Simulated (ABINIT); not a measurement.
Crystal: LiF (Griceite).

```
CELL_PARAMETERS angstrom
0.00000 2.01400 2.01400
2.01400 0.00000 2.01400
2.01400 2.01400 0.00000
ATOMIC_POSITIONS crystal
F 0.50000 0.50000 0.50000
Li 0.00000 0.00000 0.00000
```

Program: ABINIT 10.8.3 (patched build). Alike in all runs: task single point; potentials or basis PseudoDojo NC SR PBE v0.4.1 standard; no spin polarisation; cell as given; k mesh 8 × 8 × 8; cutoff (eV) 952; smearing fixed.

**Question.** Order these runs on this cell by their band gap on the k mesh, lowest first.
A. level PBE0; most SCF steps 60
B. level PBEsol
C. level HSE06; most SCF steps 60
D. level PBE

**Answer.** B (8.90 eV), D (9.11 eV), C (11.28 eV), A (12.13 eV).

Caveats: Libxc's HSE differs a little from that of other programs (some runs).

A k mesh can miss the band edges.
